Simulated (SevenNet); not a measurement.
Rock-salt LiI, treated with the machine-learned potential SevenNet-0 (trained on PBE and PBE+U data).

Computed points:

```json
[
 {"V (Å³/atom)": "25.694", "E − E_lowest (meV/atom)": "6.63", "P (GPa)": "1.381"},
 {"V (Å³/atom)": "26.104", "E − E_lowest (meV/atom)": "3.60", "P (GPa)": "0.986"},
 {"V (Å³/atom)": "26.514", "E − E_lowest (meV/atom)": "1.55", "P (GPa)": "0.626"},
 {"V (Å³/atom)": "26.925", "E − E_lowest (meV/atom)": "0.38", "P (GPa)": "0.298"},
 {"V (Å³/atom)": "27.335", "E − E_lowest (meV/atom)": "0.00", "P (GPa)": "0.000"},
 {"V (Å³/atom)": "27.745", "E − E_lowest (meV/atom)": "0.35", "P (GPa)": "-0.270"},
 {"V (Å³/atom)": "28.155", "E − E_lowest (meV/atom)": "1.36", "P (GPa)": "-0.514"},
 {"V (Å³/atom)": "28.565", "E − E_lowest (meV/atom)": "2.96", "P (GPa)": "-0.735"},
 {"V (Å³/atom)": "28.975", "E − E_lowest (meV/atom)": "5.10", "P (GPa)": "-0.936"}
]
```

Estimate the bulk modulus and its pressure derivative from these points.

V0 = 27.335 Å³/atom, B0 = 18.9 GPa, B′ = 5.5 (fit to the energies at full precision).

Measured, for comparison: bulk modulus 24 GPa (0 K, extrapolated to 0 K; as tabulated in Doll and Stoll (1998), arXiv:cond-mat/9801031). Computed less measured: bulk modulus -21 %.

A machine-learned potential is trained on density-functional data: it inherits that level's misses and adds fitting errors of its own.

Static lattice: no zero-point or thermal effects.
